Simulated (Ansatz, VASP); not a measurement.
**One calculation of P, two programs**

```xyz
1
Lattice="2.3581 0.0000 0.0000 0.0000 2.3581 0.0000 0.0000 0.0000 2.3582" Properties=species:S:1:pos:R:3 pbc="T T T"
P     0.0000    0.0000    0.0000
```

Alike in both runs: functional PBE; dispersion D3(BJ); k mesh 18 × 18 × 18; occupations gaussian, width 0.1 eV; no spin polarisation.

Ansatz relaxed the structure, and its values are those at the end. VASP's run is a single point on that final structure, the one shown.

|  | VASP | Ansatz |
| --- | --- | --- |
| version | VASP 6.6.1 | Ansatz 0.2.0 |
| potentials or method | VASP PAW PBE potentials, release 64 (P) | scalar-relativistic, plane waves, PAW |
| plane-wave cutoff (eV) | 520 | 420 |
| valence electrons in the cell | 5 | 5 |

|  | VASP | Ansatz | Ansatz less VASP |
| --- | --- | --- | --- |
| gap on the k mesh at the Fermi level (eV) | none | none | - |
| pressure (GPa) | 8.7 | 9.1 | +0.44 |

A gap of «none» marks a metal or a gap that the smearing closes. Ansatz warned: «near_symmetry_operations_not_taken».

Caveats: pairwise dispersion overbinds metals, which lowers pressure and volume.
